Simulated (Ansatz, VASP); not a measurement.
## One calculation of InSb, two programs

The input INCAR:

```
PREC = Accurate
ENCUT = 520
EDIFF = 1E-7
ISMEAR = -1
SIGMA = 0.05
LREAL = False
LASPH = True
NELM = 100
ALGO = Normal
ISIF = 2
LWAVE = False
LCHARG = False
GGA = PS
NBANDS = 16
```

File KPOINTS:

```
regular mesh
0
Gamma
  9 9 9
```

POSCAR

```
InSb
1.0
    0.0000000000      3.2282668087      3.2282668087
    3.2282668087      0.0000000000      3.2282668087
    3.2282668087      3.2282668087      0.0000000000
In Sb
1 1
Direct
    0.0000000000      0.0000000000      0.0000000000
    0.7500000000      0.7500000000      0.7500000000
```

Input for Ansatz:

```yaml
crystal:
  lattice:
    - [0.0, 3.2282668087, 3.2282668087]
    - [3.2282668087, 0.0, 3.2282668087]
    - [3.2282668087, 3.2282668087, 0.0]
  atoms:
    - { symbol: In, position: [0.0, 0.0, 0.0] }
    - { symbol: Sb, position: [0.75, 0.75, 0.75] }
kpoints:
  mp_grid: { grid: [9, 9, 9] }
  band_path:
    path:
      - [0.0, 0.0, 0.0]
      - [-0.5, -0.5, 0.0]
      - [-0.375, -0.375, 0.25]
      - [-0.375, 0.0, 0.375]
      - [0.0, 0.0, 0.0]
      - [0.0, 0.0, 0.5]
      - [-0.5, -0.25, 0.25]
      - [-0.5, -0.5, 0.0]
    npoints: 5
scf:
  occupations: { method: fermi_dirac, width: 0.05 }
hamiltonian:
  xc: pbesol
  pseudopotentials: { kind: all_electron, lapw: { basis_error: 0.00025 } }
output:
  forces: true
  stress: true
  eigenvalues: true
```

Change from the starting cell: volume scaled by 0.99.

Alike in both runs: task single point; functional PBEsol; k mesh 9 × 9 × 9; occupations fermi-dirac, width 0.05 eV; no spin polarisation.

|  | VASP | Ansatz |
| --- | --- | --- |
| version | VASP 6.6.1 | Ansatz 0.2.0 |
| potentials or method | VASP PAW PBE potentials, release 64 (In_d, Sb) | all-electron LAPW, scalar-relativistic |
| plane-wave cutoff (eV) | 520 | see its input |

```csv
,VASP,Ansatz,Ansatz less VASP
pressure (GPa),1.4,1.3,-0.01
```

Ansatz ran all-electron here, so the differences hold the error of VASP's frozen core and of both bases.

Caveats: the PAW data sets were made with another functional, which shifts forces and pressure a little (VASP). The runs have no spin-orbit coupling, so splittings on Sb are missing.
